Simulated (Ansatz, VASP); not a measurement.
One calculation of NaCl, two programs

```xyz
2
Lattice="0.0000 2.8027 2.8027 2.8027 0.0000 2.8027 2.8027 2.8027 0.0000" Properties=species:S:1:pos:R:3 pbc="T T T"
Na    0.0000    0.0000    0.0000
Cl    2.8027    2.8027    2.8027
```

Alike in both runs: task single point; functional PBE-based screened hybrid; k mesh 4 × 4 × 4; no spin polarisation.

```csv
,VASP,Ansatz
version,VASP 6.6.1,Ansatz 0.2.0
potentials or method,"VASP PAW PBE potentials, release 64 (Na_pv, Cl)",plane waves
plane-wave cutoff (eV),520,420
occupations,"gaussian, width 0.01 eV",fixed
valence electrons in the cell,14,16
```

```tsv
	VASP	Ansatz	Ansatz less VASP
gap on the k mesh at the Fermi level (eV)	5.72	5.73	+0.004
pressure (GPa)	1.2	1.0	-0.10
```

The two sets of potentials don't hold the same shells in valence. Ansatz warned: «stress_exchange_threshold_loose».

Caveats: the k mesh is coarse (spacing up to 0.49 Å⁻¹), so the values aren't converged; the PAW data sets were made with another functional, which shifts forces and pressure a little (VASP).
